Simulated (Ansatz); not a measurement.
Geometry optimisation in Ansatz: input, command and trajectory.

```yaml
crystal:
  lattice:
    - [9.0, 0.0, 0.0]
    - [0.0, 9.3, 0.0]
    - [0.0, 0.0, 2.1315955182]
  atoms:
    - { symbol: Si, position: [0.5, 0.5, 0.0], spin: 0.5 }
basis:
  ecutwfc: 420
kpoints:
  mp_grid: { grid: [1, 1, 30] }
hamiltonian:
  xc: pbe
scf:
  occupations: { method: gaussian, width: 0.05 }
output:
  forces: true
  stress: true
  eigenvalues: true
  populations: true
  write_density: true
  write_potential: true
  elf: true
  volumetric_format: npy
magnetization:
  spin_polarized: true
relax:
  adjacent_minimum: "off"
  f_tol: 0.01
  max_steps: 45
  cell: { fix: [a, b, alpha, beta, gamma], stress_tol: 0.03 }
```

```bash
ansatz run input.yaml --threads 2 --pin off --max-ram 5120MiB --backend cpu --events-out ev --progress --plain --runs-dir out
```

These are results of Ansatz, DFT PBE, scalar-relativistic, plane waves, PAW, not measurements.

Of 10 frames 10 are shown, positions in Å and forces in eV/Å; the SCF threshold varies from step to step. Steps run on the plane waves of an earlier cell, with a Pulay correction in the pressure. The basis is chosen afresh for the last frame, the zero of the energies, and can be on the way; energy and pressure step there, also at an unchanged geometry. The mark taken_back stands on steps that the optimiser undid.

```xyz
1
Lattice="9.0000 0.0000 0.0000 0.0000 9.3000 0.0000 0.0000 0.0000 2.1316" Properties=species:S:1:pos:R:3:forces:R:3 pbc="T T T" step=1 free_energy_over_end_meV_per_atom=25.85 pressure_GPa=0.58
Si    4.5000    4.6500    0.0000    0.0000    0.0000    0.0000
1
Lattice="9.0000 0.0000 0.0000 0.0000 9.3000 0.0000 0.0000 0.0000 2.1651" Properties=species:S:1:pos:R:3:forces:R:3 pbc="T T T" step=2 free_energy_over_end_meV_per_atom=6.85 pressure_GPa=0.18
Si    4.5000    4.6500    0.0000    0.0000    0.0000    0.0000
1
Lattice="9.0000 0.0000 0.0000 0.0000 9.3000 0.0000 0.0000 0.0000 2.1792" Properties=species:S:1:pos:R:3:forces:R:3 pbc="T T T" step=3 free_energy_over_end_meV_per_atom=4.76 pressure_GPa=0.06
Si    4.5000    4.6500    0.0000    0.0000    0.0000    0.0000
1
Lattice="9.0000 0.0000 0.0000 0.0000 9.3000 0.0000 0.0000 0.0000 2.1849" Properties=species:S:1:pos:R:3:forces:R:3 pbc="T T T" step=4 free_energy_over_end_meV_per_atom=4.29 pressure_GPa=0.08
Si    4.5000    4.6500    0.0000    0.0000    0.0000    0.0000
1
Lattice="9.0000 0.0000 0.0000 0.0000 9.3000 0.0000 0.0000 0.0000 2.2008" Properties=species:S:1:pos:R:3:forces:R:3 pbc="T T T" step=5 free_energy_over_end_meV_per_atom=1.42 pressure_GPa=0.13
Si    4.5000    4.6500    0.0000    0.0000    0.0000    0.0000
1
Lattice="9.0000 0.0000 0.0000 0.0000 9.3000 0.0000 0.0000 0.0000 2.2380" Properties=species:S:1:pos:R:3:forces:R:3 pbc="T T T" step=6 free_energy_over_end_meV_per_atom=3.46 pressure_GPa=-0.07 taken_back
Si    4.5000    4.6500    0.0000    0.0000    0.0000    0.0000
1
Lattice="9.0000 0.0000 0.0000 0.0000 9.3000 0.0000 0.0000 0.0000 2.2194" Properties=species:S:1:pos:R:3:forces:R:3 pbc="T T T" step=7 free_energy_over_end_meV_per_atom=0.45 pressure_GPa=-0.04
Si    4.5000    4.6500    0.0000    0.0000    0.0000    0.0000
1
Lattice="9.0000 0.0000 0.0000 0.0000 9.3000 0.0000 0.0000 0.0000 2.2114" Properties=species:S:1:pos:R:3:forces:R:3 pbc="T T T" step=8 free_energy_over_end_meV_per_atom=0.23 pressure_GPa=0.03
Si    4.5000    4.6500    0.0000    0.0000    0.0000    0.0000
1
Lattice="9.0000 0.0000 0.0000 0.0000 9.3000 0.0000 0.0000 0.0000 2.2136" Properties=species:S:1:pos:R:3:forces:R:3 pbc="T T T" step=9 free_energy_over_end_meV_per_atom=0.20 pressure_GPa=0.01
Si    4.5000    4.6500    0.0000    0.0000    0.0000    0.0000
1
Lattice="9.0000 0.0000 0.0000 0.0000 9.3000 0.0000 0.0000 0.0000 2.2136" Properties=species:S:1:pos:R:3:forces:R:3 pbc="T T T" step=10 free_energy_over_end_meV_per_atom=0.00 pressure_GPa=0.01
Si    4.5000    4.6500    0.0000    0.0000    0.0000    0.0000
```

It took 30 s on 2 threads of Arm Neoverse V1, on a shared host, peak memory 0.38 GiB.